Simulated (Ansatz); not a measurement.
## Na: surface energy from slabs of several thicknesses

Na, P6_3/mmc, a = 3.724 Å, c = 6.038 Å. This isn't the element's structure at ambient conditions. Ansatz: PBEsol, PAW, 420 eV, Γ-centred 10×5×1 mesh on 8 atoms, Gaussian smearing 0.10 eV; no spin polarisation. Slabs of the (101) face as cut, not relaxed, Na on top and Na below, area A = 25.494 Å², with a dipole correction (the mesh named is the slab's). y is the slab's energy less N times the energy per atom of a separate bulk run.

| atoms N | thickness (Å) | y (eV) |
| --- | --- | --- |
| 6 | 6.2 | 0.794 |
| 8 | 9.0 | 0.738 |
| 12 | 14.7 | ? |

Question: Fit y = y0 + sN to the other rows, say what y0 and s mean, give the surface energy, and predict the missing y.

Answer: Two rows fix the line. y = 0.9620 − 0.02800 N eV. The slope s = -28.0 meV per atom is what an added atom costs in the slab over the separate bulk run; it vanishes where both describe the same bulk and the faces no longer feel each other. The intercept gives γ = y0/(2A) = 0.9620 × 16.02/(2 × 25.494) = 0.30 J/m², the mean of both faces, while y/(2A) row by row runs from 0.232 to 0.249 J/m². At N = 12 the line gives 0.626 eV. The run gave 0.741 eV, so the fit is 0.115 eV too low, 210 % of the span of the series, against an rms of 0.0000 eV on the fitted rows. The row lies outside the fitted range. The faces still feel each other at these thicknesses, and in a metal the confined states add a part that swings with thickness. Between the two thickest slabs the slope is 0.8 meV per atom, so the fitted slope comes from the thinnest slab (6.2 Å), whose faces still feel each other, and y/(2A) of the thicker ones is the better γ.